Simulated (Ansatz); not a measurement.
# WSe2: the cost of one run

Method: DFT PBE+U (U = 2 eV, J = 0.7 eV on W d), plane waves, PAW, no spin–orbit coupling unless a run says so, in Ansatz 0.2.0.

## Step 1: The structure to begin with

Symmetry: Fm-3m, No. 225, cubic system. The conventional cell has a = 6.327 Å, b = 6.327 Å, c = 6.327 Å, α = 90.00°, β = 90.00°, γ = 90.00°. Around W (site symmetry m-3m) lie 8 Se at 2.74 Å. Se (site symmetry -43m) has 4 W at 2.74 Å in its first shell of neighbours.

Structure file:

```
W Se
1.0
     0.00000    3.16372    3.16372
     3.16372    0.00000    3.16372
     3.16372    3.16372    0.00000
W Se
1 2
Direct
  0.00000 0.00000 0.00000
  0.25000 0.25000 0.25000
  0.75000 0.75000 0.75000
```

Magnetic order typed: ferromagnetic.

An earlier series on this cell reached its lowest free state from «random orbitals: drawn by pairs, first filling», perhaps among other starts.

## Step 2: Random orbitals: single harmonics, second filling

input.yaml

```yaml
crystal:
  lattice:
    - [0.0, 3.16372469, 3.16372469]
    - [3.16372469, 0.0, 3.16372469]
    - [3.16372469, 3.16372469, 0.0]
  atoms:
    - { symbol: W, position: [0.0, 0.0, 0.0], spin: 0.3 }
    - { symbol: Se, position: [0.25, 0.25, 0.25] }
    - { symbol: Se, position: [0.75, 0.75, 0.75] }
basis:
  ecutwfc: 420
  ecutrho_ratio: 4
kpoints:
  mp_grid: { grid: [5, 5, 5] }
hamiltonian:
  xc: pbe
  hubbard:
    sites:
      - { site: 0, l: d, u: 2.0, j: 0.7, starting_ns: [{ spin: up, occupation_matrix: s0up }, { spin: down, occupation_matrix: s0down }] }
    occupation_matrices:
      s0up:
        matrix:
          - [0.02, 0.0, 0.0, 0.0, 0.0]
          - [0.0, 0.02, 0.0, 0.0, 0.0]
          - [0.0, 0.0, 0.02, 0.0, 0.0]
          - [0.0, 0.0, 0.0, 0.02, 0.0]
          - [0.0, 0.0, 0.0, 0.0, 0.97]
      s0down:
        matrix:
          - [0.02, 0.0, 0.0, 0.0, 0.0]
          - [0.0, 0.02, 0.0, 0.0, 0.0]
          - [0.0, 0.0, 0.97, 0.0, 0.0]
          - [0.0, 0.0, 0.0, 0.02, 0.0]
          - [0.0, 0.0, 0.0, 0.0, 0.02]
    ns_hold: until_converged
scf:
  occupations: { method: gaussian, width: 0.05 }
  lower_state_search: "off"
  max_iter: 150
output:
  forces: true
  stress: true
  eigenvalues: true
  populations: true
  hubbard: { sites: [{ site: 0, l: d }] }
magnetization:
  spin_polarized: true
```

The typed matrices put 0.97 on the chosen orbitals and 0.02 on the others, and are held until the SCF converges, then released.

Launch:

```console
$ ansatz run input.yaml --threads 2 --pin off --max-ram 3072MiB --backend cpu --events-out ev --progress --plain --runs-dir out
```

Q: Estimate wall time and peak memory on 2 threads of Arm Neoverse N1, shared host.

About 22 s, with a peak of 0.43 GiB.
